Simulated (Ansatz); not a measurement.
# Debugging a calculation of Al2Ru

Intended: Al2Ru, PBEsol, plane waves and PAW in Ansatz. The input:

```yaml
crystal:
  lattice:
    - [-1.56042162, 1.56042162, 4.22180559]
    - [1.56042162, -1.56042162, 4.22180559]
    - [1.56042162, 1.56042162, -4.22180559]
  atoms:
    - { symbol: Al, position: [0.6642385212, 0.6812040265, 0.1034085016] }
    - { symbol: Al, position: [0.2802211979, 0.301525907, -0.0708641331] }
    - { symbol: Ru, position: [0.0518818074, 0.0412889164, 0.047278825] }
basis:
  ecutwfc: 420
kpoints:
  mp_grid: { grid: [10, 10, 10] }
hamiltonian:
  xc: pbesol
scf:
  occupations: { method: gaussian, width: 0.1 }
output:
  forces: true
  stress: true
  eigenvalues: true
relax:
  adjacent_minimum: "off"
  f_tol: 0.005
  max_steps: 1
  cell: { stress_tol: 0.05 }
```

Command:

```bash
ansatz run input.yaml --threads 1 --pin off --max-ram 2560MiB --backend cpu --events-out ev --progress --plain --runs-dir out
```

The program printed (HF is the Harris–Foulkes energy, dr2 the density residual in eV):

```text
Basis set: ecut = 420 eV, 795 PW (Γ), FFT grids on a1+a3, a2+a3, a3, exchange–correlation on 48×48×64 points (8 copies of the dense FFT grid, shifted against one another)
Bands: 15, of which v1, the nominal top of the filled ones, is band 11 counted from 1 (10 counted from 0)
Symmetry: 1 space group operations
Space group: P1 (ITA 1), of the structure as read, at distance tolerance 3.5e-5 Å
k-points: 504 of 1000 (time reversal used)
PAW frozen core: Al, regenerated for the run's functional, and the local potential with it (the file was generated under x = pbe(κ = 0.804, μ = 0.2195), c = pbe(β = 0.0667))
PAW frozen core: Ru, regenerated for the run's functional, and the local potential with it (the file was generated under x = pbe(κ = 0.804, μ = 0.2195), c = pbe(β = 0.0667))
Initial density: superposition of atomic densities, corrected by the library's trained network
SCF iter   1: HF=-6866.364697 eV  Δρ=1.06e-2  dr2=6.40e-2
SCF iter   2: HF=-6866.355488 eV  Δρ=4.56e-3  dr2=1.37e-2
SCF iter   3: HF=-6866.353226 eV  Δρ=8.38e-4  dr2=3.32e-4
SCF iter   4: HF=-6866.353140 eV  Δρ=1.44e-4  dr2=1.15e-5
SCF iter   5: HF=-6866.353156 eV  Δρ=2.63e-5  dr2=2.31e-7
SCF iter   6: HF=-6866.353155 eV  Δρ=8.83e-6  dr2=3.38e-8
SCF iter   7: HF=-6866.353155 eV  Δρ=1.10e-6  dr2=4.01e-10
SCF iter   8: F=-6866.353155 eV  HF=-6866.353155 eV  Δρ=2.58e-7  dr2=2.77e-11
SCF 1 converged in 8 iterations: F = -6866.353155 eV  dr2 = 2.77e-11
relax step   1: F+E_penalty+E_count = -6866.35315545 eV  Δ(F+E_penalty+E_count) = +0.000e0 eV  max|allowed force component| = 3.340e0 eV/Å  Δτ_max = 0.0000 Å  P = +16.112 GPa  Ω = 41.119 Å³  (8 SCF iters, accepted)
Step failed. What follows is not a result of the run: it is the report of the last solve that finished, which converged after 8 SCF iterations.
Free energy (F): -6866.353155 eV
E sigma→0 (E₀):  -6866.350581 eV
Entropy (-TS):   -0.005149 eV (-1.716 meV/atom)
Fermi energy:    14.050733 eV
--- Forces (eV/Å), atoms counted from 1 ---
  atom   1  Al    -2.26843741    -1.16012103     3.34033808
  atom   2  Al     0.71622712     0.81083791    -0.00060692
  atom   3  Ru     1.55221052     0.34928370    -3.33973049
--- Stress (GPa, compression-positive) ---
       13.693093       4.002814      -2.258063
        4.002814      15.251729       1.167706
       -2.258063       1.167706      19.390320
  P = ⅓ Tr σ = 16.1117 GPa (161.117 kbar)
```

Problem. What is the cause?
A. Cartesian positions typed as fractional ones
B. A smearing wider than the gap allows
C. An SCF threshold too tight for the iterations allowed
D. A relaxation cut at too few steps
E. A key that the program doesn't know

Solution. D. Forces or stress still stood over their tolerances at the last step allowed. The cure is more steps.

Fix:

```diff
 relax:
-  max_steps: 1
+  max_steps: 100
```

Result of the mended run: a pressure of 0.01 GPa, a largest force of 0.005 eV/Å, no gap.

The mended run took 4.1 min on 1 thread of Arm Neoverse V1, with other jobs on the host, peak memory 0.59 GiB.